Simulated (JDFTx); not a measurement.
# Fe: relaxation of cell and atoms with PBE

The system is Fe.

```
Fe
1.0
    -1.44300    1.44300    1.44300
     1.44300   -1.44300    1.44300
     1.44300    1.44300   -1.44300
Fe
1
Direct
  0.00000 0.00000 0.00000
```

```json
{
  "Program": "JDFTx 1.7.0 (patched build)",
  "Task": "relaxation of cell and atoms",
  "Functional": "PBE",
  "Potentials or basis": "PseudoDojo-SR-PBE-0.5-standard with smoothed tails",
  "Cutoff": "1225 eV",
  "Density cutoff": "4898 eV",
  "k mesh": "10 × 10 × 10",
  "Occupations": "fermi-dirac, width 0.05 eV",
  "Spin": "collinear spin, ferromagnetic start",
  "Starting moments": "[3.0] μB",
  "Local potential set to -Z/r beyond": "6 bohr",
  "Density cutoff over wavefunction cutoff": "4",
  "Max SCF steps": "100",
  "SCF threshold on the energy": "1e-09 Ha",
  "Solver of the electrons": "scf",
  "Further solve for the empty bands": "no"
}
```

The relaxed volume is 11.34 Å³/atom and the relaxed cell is a = 2.451 Å, b = 2.451 Å, c = 2.451 Å, α = 109.47°, β = 109.47°, γ = 109.47°. The space group after relaxing (to 0.05 Å) is Im-3m (No. 229), the energy gained by relaxing is 20.0 meV/atom and the ionic steps are 7. The pressure after relaxing is 0.0 GPa. The band gap on the k mesh is none (metal or under the smearing width) and the net moment is 2.16 μB per cell. The absolute moment is 2.31 μB per cell and the site moments are Fe +2.24 μB.

Step by step:
| step | energy change (eV) | largest force (eV/Å) | pressure (GPa) | volume (Å³) |
| --- | --- | --- | --- | --- |
| 1 | 0.0000 | 0.0000 | -8.05 | 12.02 |
| 2 | -0.0060 | 0.0000 | -7.08 | 11.89 |
| 3 | -0.0168 | 0.0000 | 4.49 | 11.11 |
| 4 | -0.0200 | 0.0000 | -0.57 | 11.37 |
| 5 | -0.0200 | 0.0000 | -0.07 | 11.34 |
| 6 | -0.0200 | 0.0000 | -0.01 | 11.34 |
| 7 | -0.0200 | 0.0000 | 0.00 | 11.34 |

Final structure:
```cif
data_structure
_symmetry_space_group_name_H-M 'P 1'
_symmetry_Int_Tables_number 1
_cell_length_a 2.4512
_cell_length_b 2.4512
_cell_length_c 2.4512
_cell_angle_alpha 109.471
_cell_angle_beta 109.471
_cell_angle_gamma 109.471
_cell_volume 11.34
loop_
_atom_site_label
_atom_site_type_symbol
_atom_site_fract_x
_atom_site_fract_y
_atom_site_fract_z
_atom_site_occupancy
Fe1 Fe 0.00000 0.00000 0.00000 1
```

Levels at points of the mesh, in eV from the Fermi level:
Spin up:
```csv
k point,band 6,band 7,band 8,band 9,band 10,band 11
"(0.00, 0.00, 0.00)",-2.33,-2.33,-2.33,-1.15,-1.15,24.50
"(0.00, 0.00, 0.50)",-3.42,-1.07,-0.96,0.38,0.53,7.39
"(0.50, 0.50, 0.50)",-4.92,0.11,0.11,0.11,9.91,9.91
```
Spin down:
| k point | band 5 | band 6 | band 7 | band 8 | band 9 | band 10 |
| --- | --- | --- | --- | --- | --- | --- |
| (0.00, 0.00, 0.00) | -8.40 | -0.30 | -0.30 | -0.30 | 1.84 | 1.84 |
| (0.00, 0.00, 0.50) | -3.65 | -1.61 | 0.51 | 1.67 | 2.10 | 2.76 |
| (0.50, 0.50, 0.50) | -2.98 | -2.98 | 2.46 | 2.46 | 2.46 | 10.06 |

Run time: 2.7 min on 1 thread of Arm Neoverse V2 (shared host), peak memory 0.09 GiB.
